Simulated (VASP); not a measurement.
BaO, 8 atoms in the cell. The cell holds a slab with vacuum, 8 atoms: a = 3.882 Å, b = 3.882 Å, c = 26.095 Å, α = 90.00°, β = 90.00°, γ = 120.00°.  The cell isn't the ideal one: (1 1 1) slab cut from the bulk.

* Program: VASP 6.6.1
* Task: single point
* Functional: PBEsol
* Potentials or basis: VASP PAW PBE potentials, release 64 (O, Ba_sv)
* Cutoff: 520 eV
* k mesh: 9 × 9 × 1
* Occupations: gaussian, width 0.05 eV
* Spin: no spin polarisation
* Dipole correction: yes
* Further INCAR settings: ALGO = Fast; EDIFF = 1e-07; NBANDS = 42

Potentials or basis: VASP PAW PBE potentials, release 64 (O, Ba_sv).

The run is started by

```sh
$ cat potpaw_PBE.64/O/POTCAR potpaw_PBE.64/Ba_sv/POTCAR > POTCAR
$ mpirun -np 1 vasp_std > vasp.out
```

Hardware: 1 thread of AMD EPYC 7R13 Processor (Zen 3), on a shared host.

**Question.** How long does it take, and how much memory?

**Answer.** Wall time 8.3 min on 1 thread of AMD EPYC 7R13 Processor (Zen 3) (shared host), peak memory 0.48 GiB. Counts: scf iterations 36, k points 12.
